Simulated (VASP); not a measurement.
# From VASP inputs to Ansatz: MgTe (zincblende)

INCAR

```
LASPH = .TRUE.
NBANDS = 11
SIGMA = 0.02
IBRION = 2
EDIFFG = -5E-3
LCHARG = .FALSE.
PREC = Accurate
NSW = 40
ISIF = 3
EDIFF = 1E-7
LREAL = .FALSE.
ISMEAR = -1
LWAVE = .FALSE.
NELM = 120
GGA = PS
ENCUT = 600
```

KPOINTS

```
KPOINTS created by Atomic Simulation Environment
0
Gamma
6 6 6
0 0 0
```

POSCAR

```
Mg Te
 1.0000000000000000
     0.0000000000000000    3.2543925634672597    3.2543925634672597
     3.2543925634672597    0.0000000000000000    3.2543925634672597
     3.2543925634672597    3.2543925634672597    0.0000000000000000
 Mg  Te
   1   1
Cartesian
  0.0000000000000000  0.0000000000000000  0.0000000000000000
  1.6271962817336296  1.6271962817336296  1.6271962817336296
```

VASP ran with the recommended PBE PAW datasets (8 valence electrons in the cell).

Question: Translate these files to an Ansatz input.

Answer: 

```yaml
crystal:
  lattice:
    - [0.0, 3.2543925635, 3.2543925635]
    - [3.2543925635, 0.0, 3.2543925635]
    - [3.2543925635, 3.2543925635, 0.0]
  atoms:
    - { symbol: Mg, position: [0.0, 0.0, 0.0] }
    - { symbol: Te, position: [0.25, 0.25, 0.25] }
kpoints:
  mp_grid: { grid: [6, 6, 6] }
hamiltonian:
  xc: pbesol
scf:
  occupations: { method: fermi_dirac, width: 0.02 }
relax:
  f_tol: 0.005
  cell: {}
```

Other inputs would serve too.

```
                                              VASP                 Ansatz
relaxed cell vector lengths  4.555, 4.555, 4.555 Å  4.554, 4.554, 4.554 Å
        relaxed cell volume               66.81 Å³               66.77 Å³
```

The two codes use different PAW datasets and cutoffs. VASP's cell holds 8 valence electrons and Ansatz's 26.
